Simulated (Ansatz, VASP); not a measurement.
This is a calculation of Pb for Ansatz 0.2.0.

input.yaml

```yaml
crystal:
  lattice:
    - [-1.9529041306, 1.9529041306, 1.9529041306]
    - [1.9529041306, -1.9529041306, 1.9529041306]
    - [1.9529041306, 1.9529041306, -1.9529041306]
  atoms:
    - { symbol: Pb, position: [0.0, 0.0, 0.0] }
kpoints:
  mp_grid: { grid: [9, 9, 9] }
scf:
  occupations: { method: fermi_dirac, width: 0.05 }
hamiltonian:
  xc: lda
  pseudopotentials: { kind: all_electron, lapw: { basis_error: 0.001 } }
output:
  forces: true
  stress: true
  eigenvalues: true
```

Potentials or basis: all-electron LAPW, scalar-relativistic.

Command:

```console
$ ansatz run input.yaml --threads 1 --pin off --max-ram 3072MiB --backend cpu --events-out ev --progress --plain --runs-dir out
```

Problem. Set up the same calculation for VASP 6.6.1. Potentials there: VASP PAW LDA potentials, release 64 (Pb_d).

Solution. As run (the cutoff follows the program's own potentials):

Contents of INCAR:

```
SYSTEM = Pb
PREC = Accurate ; ENCUT = 520
EDIFF = 1E-6 ; ISMEAR = -1
SIGMA = 0.05 ; LREAL = .FALSE.
LASPH = .TRUE. ; NELM = 60
ALGO = Normal ; ISIF = 2
LWAVE = .FALSE. ; LCHARG = .FALSE.
GGA = CA ; NBANDS = 13
```

Contents of KPOINTS:

```
regular mesh
0
G
  9 9 9
  0 0 0
```

Contents of POSCAR:

```
Pb
1.0
   -1.9529041306      1.9529041306      1.9529041306
    1.9529041306     -1.9529041306      1.9529041306
    1.9529041306      1.9529041306     -1.9529041306
Pb
1
Direct
    0.0000000000      0.0000000000      0.0000000000
```

Potentials or basis: VASP PAW LDA potentials, release 64 (Pb_d).

Launch:

```console
$ cat potpaw_LDA.64/Pb_d/POTCAR > POTCAR
$ mpirun -np 1 vasp_std > vasp.out
```

Both were run:

|  | VASP | Ansatz | Ansatz less VASP |
| --- | --- | --- | --- |
| gap on the k mesh at the Fermi level (eV) | none | none | - |
| pressure (GPa) | -1.7 | -1.8 | -0.07 |

A gap of «none» marks a metal or a gap that the smearing closes. Ansatz ran all-electron here, so the differences hold the error of VASP's frozen core and of both bases.

The runs have no spin-orbit coupling, so splittings on Pb are missing.
